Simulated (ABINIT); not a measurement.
# Al (Fm-3m) in ABINIT: notebook

Aim: see how the results for Al move with the level of theory and the settings. Levels: OLYP, rSCAN, rPW86PBE, r2SCAN, PBEsol. Tasks: band structure, equation of state.

Program: ABINIT 10.8.3 (patched build). These are calculated values, not measurements. Logs are shortened: lines on timing, memory, paths and dates and some standing lists are left out, and cuts for length are marked. The log counts tension as positive stress, the text compression.

**The experiment to reproduce.**

“The interpretation of polycrystalline coherent inelastic neutron scattering from aluminium”, 2013, pmc:3831299 quotes, for a bulk crystal of Al: bulk modulus 76.9 GPa.

How close the calculation comes is told below.

## 1. The crystal as given

The structure is cubic, space group Fm-3m (No. 225). Conventional cell: a = 4.050 Å, b = 4.050 Å, c = 4.050 Å, α = 90.00°, β = 90.00°, γ = 90.00°. Al (site symmetry m-3m) is surrounded by 12 Al at 2.86 Å.

## 2. Band structure, OLYP

Contents of run.abi:

```
ndtset 2

pp_dirpath "./"
pseudos "Al.upf"

acell 5.4112434042 5.4112434042 5.4112434042
rprim
     0.0000000000     0.7071067812     0.7071067812
     0.7071067812     0.0000000000     0.7071067812
     0.7071067812     0.7071067812     0.0000000000
ntypat 1
znucl 13
natom 1
typat 1
xred
     0.0000000000     0.0000000000     0.0000000000

ecut 544.227725 eV

ixc -110131

occopt 3
tsmear 0.05 eV

nstep 100

iomode 3
prtwf 0
prteig 0
prtebands 0
enunit 2
prtden1 1

kptopt1 1
ngkpt1 11 11 11
nshiftk1 1
shiftk1 0.0 0.0 0.0
nband1 6
tolvrs1 1.0e-10

iscf2 -2
getden2 1
nband2 10
nbdbuf2 2
tolwfr2 1.0e-12
kptopt2 -9
ndivsm2 6
prteig2 1
kptbounds2
     0.0000000000     0.0000000000     0.0000000000
     0.5000000000     0.0000000000     0.5000000000
     0.5000000000     0.2500000000     0.7500000000
     0.3750000000     0.3750000000     0.7500000000
     0.0000000000     0.0000000000     0.0000000000
     0.5000000000     0.5000000000     0.5000000000
     0.6250000000     0.2500000000     0.6250000000
     0.5000000000     0.2500000000     0.7500000000
     0.5000000000     0.5000000000     0.5000000000
     0.3750000000     0.3750000000     0.7500000000
```

Potentials or basis: PseudoDojo NC SR PBE v0.4.1 standard.

Run with:

```
$ abinit run.abi > log 2>&1
```

run.abo:

```text
.Version 10.8.3 of ABINIT
 DATASET    1 : space group Fm -3 m (#225); Bravais cF (face-center cubic)
================================================================================
 Values of the parameters that define the memory need for DATASET  1.
     intxc =       0    ionmov =       0      iscf =       7    lmnmax =       6
     lnmax =       6     mgfft =      24  mpssoang =       3    mqgrid =    3001
     natom =       1  nloc_mem =       1    nspden =       1   nspinor =       1
    nsppol =       1      nsym =      48    n1xccc =    2501    ntypat =       1
    occopt =       3   xclevel =       2
       mpw =         495          nfft =       13824          nkpt =          56
================================================================================
================================================================================

 DATASET    2 : space group Fm -3 m (#225); Bravais cF (face-center cubic)
================================================================================
 Values of the parameters that define the memory need for DATASET  2.
     intxc =       0    ionmov =       0      iscf =      -2    lmnmax =       6
     lnmax =       6     mgfft =      24  mpssoang =       3    mqgrid =    3001
     natom =       1  nloc_mem =       1    nspden =       1   nspinor =       1
    nsppol =       1      nsym =      48    n1xccc =    2501    ntypat =       1
    occopt =       3   xclevel =       2
       mpw =         513          nfft =       13824          nkpt =         103
================================================================================
================================================================================

--------------------------------------------------------------------------------
------------- Echo of variables that govern the present computation ------------
--------------------------------------------------------------------------------
 -outvars: echo values of preprocessed input variables --------
            acell      5.4112434042E+00  5.4112434042E+00  5.4112434042E+00 Bohr
              amu      2.69815390E+01
             ecut      2.00000000E+01 Hartree
           enunit           2
           getden1          0
           getden2          1
             iscf1          7
             iscf2         -2
                       outvar_i_n : Printing only first  50 k-points.
              ixc     -110131
           jdtset        1    2
                       outvar_i_n : Printing only first  50 k-points.
           kptopt1          1
           kptopt2         -9
         kptrlatt       11    0    0      0   11    0      0    0   11
          kptrlen1     5.95236774E+01
          kptrlen2     3.00000000E+01
            natom           1
            nband1          6
            nband2         10
           nbdbuf1          0
           nbdbuf2          2
           ndtset           2
           ndivsm1          0
           ndivsm2          6
            ngfft          24      24      24
             nkpt1         56
             nkpt2        103
            nstep         100
             nsym          48
           ntypat           1
                       prtocc : prtvol=0, do not print more k-points.
           occopt           3
        prtebands           0
           prteig1          0
           prteig2          1
            prtwf           0
            rprim      0.0000000000E+00  7.0710678120E-01  7.0710678120E-01
                       7.0710678120E-01  0.0000000000E+00  7.0710678120E-01
                       7.0710678120E-01  7.0710678120E-01  0.0000000000E+00
           shiftk1     0.00000000E+00  0.00000000E+00  0.00000000E+00
           shiftk2     5.00000000E-01  5.00000000E-01  5.00000000E-01
          spgroup         225
           tolvrs1     1.00000000E-10
           tolvrs2     0.00000000E+00
           tolwfr1     0.00000000E+00
           tolwfr2     1.00000000E-12
           tsmear      1.83746611E-03 Hartree
            typat      1
                       outvars : Printing only first  50 k-points.
            znucl       13.00000

================================================================================

 chkinp: Checking input parameters for consistency, jdtset=   1.

 chkinp: Checking input parameters for consistency, jdtset=   2.

================================================================================
== DATASET  1 ==================================================================

--- !DatasetInfo
iteration_state: {dtset: 1, }
dimensions: {natom: 1, nkpt: 56, mband: 6, nsppol: 1, nspinor: 1, nspden: 1, mpw: 495, }
cutoff_energies: {ecut:  20.0, pawecutdg:  -1.0, }
electrons: {nelect:   3.00000000E+00, charge:   0.00000000E+00, occopt:   3.00000000E+00, tsmear:   1.83746611E-03, }
meta: {optdriver: 0, ionmov: 0, optcell: 0, iscf: 7, paral_kgb: 0, }
...

 Real(R)+Recip(G) space primitive vectors, cartesian coordinates (Bohr,Bohr^-1):
 R(1)=  0.0000000  3.8263269  3.8263269  G(1)= -0.1306736  0.1306736  0.1306736
 R(2)=  3.8263269  0.0000000  3.8263269  G(2)=  0.1306736 -0.1306736  0.1306736
 R(3)=  3.8263269  3.8263269  0.0000000  G(3)=  0.1306736  0.1306736 -0.1306736
 Unit cell volume ucvol=  1.1204080E+02 bohr^3
 Angles (23,13,12)=  6.00000000E+01  6.00000000E+01  6.00000000E+01 degrees

[... 167 lines left out ...]
  6.00E-11  7.38E-09
 -1.5268E-01  7.1745E-01  7.1745E-01  7.1745E-01  7.6990E-01  7.6990E-01
  7.6990E-01  8.5895E-01  9.6502E-01  9.6502E-01
 Non-SCF case, kpt    2 (  0.02941  0.00000  0.02941), residuals and eigenvalues=
  2.03E-13  4.05E-13  7.25E-13  9.47E-14  4.08E-13  5.09E-13  4.79E-13  8.04E-13
  1.48E-09  5.96E-09
 -1.5154E-01  7.0248E-01  7.0248E-01  7.0841E-01  7.6716E-01  7.8666E-01
  7.8666E-01  8.7029E-01  9.4961E-01  9.6612E-01
 Non-SCF case, kpt    3 (  0.05882  0.00000  0.05882), residuals and eigenvalues=
  9.81E-14  1.34E-13  4.76E-13  8.91E-14  6.56E-13  2.48E-13  6.32E-13  8.74E-13
  3.32E-11  5.06E-08
[... 488 lines left out ...]
  8.92E-13  3.61E-13  1.33E-13  6.30E-13  7.00E-13  3.75E-13  2.47E-13  7.64E-13
  2.02E-12  8.80E-09
  1.6000E-01  1.6959E-01  3.0027E-01  5.1365E-01  5.7676E-01  8.9694E-01
  9.6824E-01  1.0537E+00  1.0757E+00  1.2208E+00
 Non-SCF case, kpt  102 (  0.38750  0.38750  0.72500), residuals and eigenvalues=
  8.36E-13  5.64E-14  2.82E-13  2.88E-13  6.01E-13  1.01E-13  9.43E-13  5.04E-13
  4.50E-13  1.41E-09
  1.7797E-01  1.8709E-01  2.6236E-01  5.0334E-01  5.6495E-01  8.6234E-01
  1.0126E+00  1.0669E+00  1.0796E+00  1.2537E+00
 Non-SCF case, kpt  103 (  0.37500  0.37500  0.75000), residuals and eigenvalues=
  2.20E-13  8.95E-13  2.57E-13  1.42E-13  5.86E-13  1.02E-13  3.61E-13  8.03E-13
  3.12E-13  5.01E-09
  1.8611E-01  2.0529E-01  2.4017E-01  4.9517E-01  5.5530E-01  8.2836E-01
  1.0511E+00  1.0662E+00  1.1006E+00  1.2774E+00

--- !ResultsGS
iteration_state: {dtset: 2, }
comment   : Summary of ground state results
lattice_vectors:
- [  0.0000000,   3.8263269,   3.8263269, ]
- [  3.8263269,   0.0000000,   3.8263269, ]
- [  3.8263269,   3.8263269,   0.0000000, ]
lattice_lengths: [   5.41124,    5.41124,    5.41124, ]
lattice_angles: [ 60.000,  60.000,  60.000, ] # degrees, (23, 13, 12)
lattice_volume:   1.1204080E+02
convergence: {deltae:  0.000E+00, res2:  0.000E+00, residm:  9.969E-13, diffor:  0.000E+00, }
etotal    :  -2.29645903E+00
entropy   :   0.00000000E+00
fermie    :   2.55473913E-01
cartesian_stress_tensor: null
pressure_GPa: null
xred      :
- [  0.0000E+00,   0.0000E+00,   0.0000E+00, Al]
cartesian_forces: null
force_length_stats: {min: null, max: null, mean: null, }
...

 Integrated electronic density in atomic spheres:
 ------------------------------------------------
 Atom  Sphere_radius  Integrated_density
    1        2.00000          0.86671383
================================================================================

 ----iterations are completed or convergence reached----

 Mean square residual over all n,k,spin=   45.139E-14; max=  99.694E-14
 reduced coordinates (array xred) for    1 atoms
       0.000000000000      0.000000000000      0.000000000000

 cartesian coordinates (angstrom) at end:
    1      0.00000000000000     0.00000000000000     0.00000000000000
 length scales=  5.411243404200  5.411243404200  5.411243404200 bohr
              =  2.863506690209  2.863506690209  2.863506690209 angstroms
 Eigenvalues (hartree) for nkpt= 103  k points:
 kpt#   1, nband= 10, wtk=  1.00000, kpt=  0.0000  0.0000  0.0000 (reduced coord)
  -0.15268    0.71745    0.71745    0.71745    0.76990    0.76990    0.76990    0.85895
   0.96502    0.96502
 kpt#   2, nband= 10, wtk=  1.00000, kpt=  0.0294  0.0000  0.0294 (reduced coord)
  -0.15154    0.70248    0.70248    0.70841    0.76716    0.78666    0.78666    0.87029
   0.94961    0.96612
 kpt#   3, nband= 10, wtk=  1.00000, kpt=  0.0588  0.0000  0.0588 (reduced coord)
  -0.14809    0.67638    0.67638    0.68699    0.75904    0.81774    0.81774    0.89858
   0.91027    0.96929
 kpt#   4, nband= 10, wtk=  1.00000, kpt=  0.0882  0.0000  0.0882 (reduced coord)
  -0.14236    0.64961    0.64961    0.66096    0.74683    0.85273    0.85273    0.85957
   0.93607    0.97459
 kpt#   5, nband= 10, wtk=  1.00000, kpt=  0.1176  0.0000  0.1176 (reduced coord)
  -0.13435    0.62395    0.62395    0.63407    0.73186    0.80471    0.88949    0.88949
   0.97898    0.98195
 kpt#   6, nband= 10, wtk=  1.00000, kpt=  0.1471  0.0000  0.1471 (reduced coord)
  -0.12406    0.59988    0.59988    0.60791    0.71530    0.74877    0.92728    0.92728
[... 277 lines left out ...]
 kpt#  99, nband= 10, wtk=  1.00000, kpt=  0.4250  0.4250  0.6500 (reduced coord)
   0.12825    0.13772    0.38847    0.54066    0.60652    0.88296    0.94905    1.01161
   1.09840    1.11487
 kpt# 100, nband= 10, wtk=  1.00000, kpt=  0.4125  0.4125  0.6750 (reduced coord)
   0.14310    0.15280    0.34298    0.52608    0.59065    0.92481    0.92973    1.02666
   1.08637    1.17322
 kpt# 101, nband= 10, wtk=  1.00000, kpt=  0.4000  0.4000  0.7000 (reduced coord)
   0.16000    0.16959    0.30027    0.51365    0.57676    0.89694    0.96824    1.05371
   1.07570    1.22085
 kpt# 102, nband= 10, wtk=  1.00000, kpt=  0.3875  0.3875  0.7250 (reduced coord)
   0.17797    0.18709    0.26236    0.50334    0.56495    0.86234    1.01259    1.06687
   1.07963    1.25372
 kpt# 103, nband= 10, wtk=  1.00000, kpt=  0.3750  0.3750  0.7500 (reduced coord)
   0.18611    0.20529    0.24017    0.49517    0.55530    0.82836    1.05108    1.06623
   1.10062    1.27736
 Eigenvalues (   eV  ) for nkpt= 103  k points:
 kpt#   1, nband= 10, wtk=  1.00000, kpt=  0.0000  0.0000  0.0000 (reduced coord)
  -4.15472   19.52270   19.52270   19.52270   20.95008   20.95008   20.95008   23.37322
  26.25959   26.25959
 kpt#   2, nband= 10, wtk=  1.00000, kpt=  0.0294  0.0000  0.0294 (reduced coord)
  -4.12349   19.11547   19.11547   19.27675   20.87540   21.40604   21.40604   23.68189
  25.84033   26.28939
 kpt#   3, nband= 10, wtk=  1.00000, kpt=  0.0588  0.0000  0.0588 (reduced coord)
  -4.02984   18.40534   18.40534   18.69406   20.65458   22.25183   22.25183   24.45149
  24.76967   26.37568
 kpt#   4, nband= 10, wtk=  1.00000, kpt=  0.0882  0.0000  0.0882 (reduced coord)
  -3.87389   17.67673   17.67673   17.98551   20.32234   23.20384   23.20384   23.38997
  25.47181   26.51984
 kpt#   5, nband= 10, wtk=  1.00000, kpt=  0.1176  0.0000  0.1176 (reduced coord)
  -3.65584   16.97842   16.97842   17.25384   19.91490   21.89740   24.20433   24.20433
  26.63941   26.72009
 kpt#   6, nband= 10, wtk=  1.00000, kpt=  0.1471  0.0000  0.1471 (reduced coord)
  -3.37597   16.32363   16.32363   16.54204   19.46427   20.37496   25.23261   25.23261
[... 278 lines left out ...]
   3.48983    3.74753   10.57077   14.71218   16.50436   24.02651   25.82494   27.52721
  29.88904   30.33710
 kpt# 100, nband= 10, wtk=  1.00000, kpt=  0.4125  0.4125  0.6750 (reduced coord)
   3.89389    4.15791    9.33300   14.31545   16.07252   25.16540   25.29926   27.93696
  29.56150   31.92489
 kpt# 101, nband= 10, wtk=  1.00000, kpt=  0.4000  0.4000  0.7000 (reduced coord)
   4.35392    4.61486    8.17063   13.97710   15.69432   24.40696   26.34720   28.67299
  29.27119   33.22091
 kpt# 102, nband= 10, wtk=  1.00000, kpt=  0.3875  0.3875  0.7250 (reduced coord)
   4.84287    5.09103    7.13914   13.69665   15.37301   23.46553   27.55403   29.03106
  29.37828   34.11558
 kpt# 103, nband= 10, wtk=  1.00000, kpt=  0.3750  0.3750  0.7500 (reduced coord)
   5.06423    5.58631    6.53524   13.47426   15.11045   22.54087   28.60143   29.01360
  29.94934   34.75870

== END DATASET(S) ==============================================================
================================================================================

 -outvars: echo values of variables after computation  --------
            acell      5.4112434042E+00  5.4112434042E+00  5.4112434042E+00 Bohr
           etotal1    -2.2964590287E+00
            fcart1    -0.0000000000E+00 -0.0000000000E+00 -0.0000000000E+00
            rprim      0.0000000000E+00  7.0710678120E-01  7.0710678120E-01
                       7.0710678120E-01  0.0000000000E+00  7.0710678120E-01
                       7.0710678120E-01  7.0710678120E-01  0.0000000000E+00
           strten1     1.2776636815E-04  1.2776636815E-04  1.2776636815E-04
                       0.0000000000E+00  0.0000000000E+00  0.0000000000E+00
 Calculation completed.
```

Run time: 7.9 s. Hardware: 1 thread of Arm Neoverse V2, shared host; peak memory 0.11 GiB.

Results:

- Free energy: -62.4898 eV
- Pressure: -3.8 GPa
- Band gap on the k mesh: none (metal or under the smearing width)
- Valence electrons inside the program's atomic spheres: Al 0.87 (radii [1.0584] Å)

Levels at the corners of the path, in eV from the Fermi level:
```tsv
point	band 1	band 2	band 3	band 4	band 5	band 6	band 7
Γ	-11.11	12.57	12.57	12.57	14.00	14.00	14.00
X	-2.92	-1.61	5.25	5.56	5.56	8.99	25.20
W	-0.85	-0.85	0.16	1.07	15.75	15.75	16.25
K	-1.89	-1.37	-0.42	6.52	8.16	15.59	21.65
Γ	-11.11	12.57	12.57	12.57	14.00	14.00	14.00
L	-4.59	-4.38	11.33	11.33	11.41	11.41	15.07
U	-1.89	-1.37	-0.42	6.52	8.16	15.59	21.65
W	-0.85	-0.85	0.16	1.07	15.75	15.75	16.25
L	-4.59	-4.38	11.33	11.33	11.41	11.41	15.07
K	-1.89	-1.37	-0.42	6.52	8.16	15.59	21.65
```

Caveat: the potentials were made for another functional, which shifts forces and pressure.

## 3. Band structure, rSCAN

Contents of run.abi:

```
# Datasets: ground state, then fixed potential
ndtset 2

# Pseudopotentials
pp_dirpath "./"
pseudos "Al_ONCV_PBE-1.2.upf"

# Structure
acell 3*1.0
rprim
     0.0000000000     3.8263269058     3.8263269058
     3.8263269058     0.0000000000     3.8263269058
     3.8263269058     3.8263269058     0.0000000000
ntypat 1
znucl 13
natom 1
typat 1
xred
     0.0000000000     0.0000000000     0.0000000000

# Plane-wave basis
ecut 36.0

# Exchange and correlation
ixc -493494
usekden 1

# Bands and occupations
occopt 3
tsmear 0.05 eV

# SCF cycle
nstep 100

# Output
iomode 3
prtwf 0
prteig 0
prtebands 0
prtden1 1
prtkden1 1
prtvha1 1
prtvclmb1 1
prtpot1 1
prtelf1 1

# Dataset 1
kptopt1 1
ngkpt1 11 11 11
nshiftk1 1
shiftk1 0.0 0.0 0.0
nband1 10
tolvrs1 1.0e-9

# Dataset 2: bands along G-X-W-K-G-L-U-W-L-K
iscf2 -2
getden2 1
getkden2 1
nband2 14
nbdbuf2 2
tolwfr2 1.0e-12
kptopt2 -9
ndivsm2 8
prteig2 1
prtvol2 -3
kptbounds2
     0.0000000000     0.0000000000     0.0000000000
     0.5000000000     0.0000000000     0.5000000000
     0.5000000000     0.2500000000     0.7500000000
     0.3750000000     0.3750000000     0.7500000000
     0.0000000000     0.0000000000     0.0000000000
     0.5000000000     0.5000000000     0.5000000000
     0.6250000000     0.2500000000     0.6250000000
     0.5000000000     0.2500000000     0.7500000000
     0.5000000000     0.5000000000     0.5000000000
     0.3750000000     0.3750000000     0.7500000000
```

Potentials or basis: SG15 NC PBE v1.2.

Run with:

```
$ abinit run.abi > log 2>&1
```

run.abo:

```text
.Version 10.8.3 of ABINIT
 DATASET    1 : space group Fm -3 m (#225); Bravais cF (face-center cubic)
================================================================================
 Values of the parameters that define the memory need for DATASET  1.
     intxc =       0    ionmov =       0      iscf =       7    lmnmax =       4
     lnmax =       4     mgfft =      30  mpssoang =       2    mqgrid =    3001
     natom =       1  nloc_mem =       1    nspden =       1   nspinor =       1
    nsppol =       1      nsym =      48    n1xccc =       0    ntypat =       1
    occopt =       3   xclevel =       2
       mpw =        1179          nfft =       27000          nkpt =          56
================================================================================
================================================================================

 DATASET    2 : space group Fm -3 m (#225); Bravais cF (face-center cubic)
================================================================================
[... 1561 lines left out ...]
  -3.65359   -2.15057   -2.15042   -2.15014    0.19941    0.21189    0.31764    0.56434
   0.62715    0.96099    1.08182    1.16309    1.16419    1.34317
 kpt# 138, nband= 14, wtk=  1.00000, kpt=  0.3839  0.3839  0.7321 (reduced coord)
  -3.65358   -2.15057   -2.15042   -2.15015    0.21260    0.22402    0.29256    0.55721
   0.61875    0.93451    1.11622    1.15655    1.18293    1.36437
 kpt# 139, nband= 14, wtk=  1.00000, kpt=  0.3750  0.3750  0.7500 (reduced coord)
  -3.65358   -2.15059   -2.15041   -2.15016    0.21652    0.23694    0.27952    0.55122
   0.61154    0.90862    1.14880    1.15305    1.19840    1.38209

== END DATASET(S) ==============================================================
================================================================================

 -outvars: echo values of variables after computation  --------
            acell      1.0000000000E+00  1.0000000000E+00  1.0000000000E+00 Bohr
           etotal1    -6.9270569374E+01
            fcart1    -0.0000000000E+00 -0.0000000000E+00 -0.0000000000E+00
            rprim      0.0000000000E+00  3.8263269058E+00  3.8263269058E+00
                       3.8263269058E+00  0.0000000000E+00  3.8263269058E+00
                       3.8263269058E+00  3.8263269058E+00  0.0000000000E+00
           strten1     5.8125940790E-05  5.8125940790E-05  5.8125940790E-05
                       0.0000000000E+00  0.0000000000E+00  0.0000000000E+00
 Calculation completed.
```

Run time: 1.8 min. Hardware: 1 thread of Arm Neoverse V2, shared host; peak memory 0.11 GiB.

Results:

- Free energy: -1884.9482 eV
- Pressure: -1.7 GPa
- Band gap on the k mesh: none (metal or under the smearing width)
- Valence electrons inside the program's atomic spheres: Al 8.83 (radii [1.0584] Å)

Levels at the corners of the path, in eV from the Fermi level:
```
point  band 5  band 6  band 7  band 8  band 9
    Γ  -11.83   13.29   13.29   13.29   15.34
    X   -3.15   -1.66    5.41    6.03    6.03
    W   -0.94   -0.94    0.11    1.39   16.77
    K   -2.05   -1.49   -0.33    7.06    8.70
    Γ  -11.83   13.29   13.29   13.29   15.34
    L   -4.93   -4.60   12.06   12.06   12.39
    U   -2.05   -1.49   -0.33    7.06    8.70
    W   -0.94   -0.94    0.11    1.39   16.77
    L   -4.93   -4.60   12.06   12.06   12.39
    K   -2.05   -1.49   -0.33    7.06    8.70
```

Caveat: the potentials were made for another functional, which shifts forces and pressure.

(Part 1 of 2 ends here.)
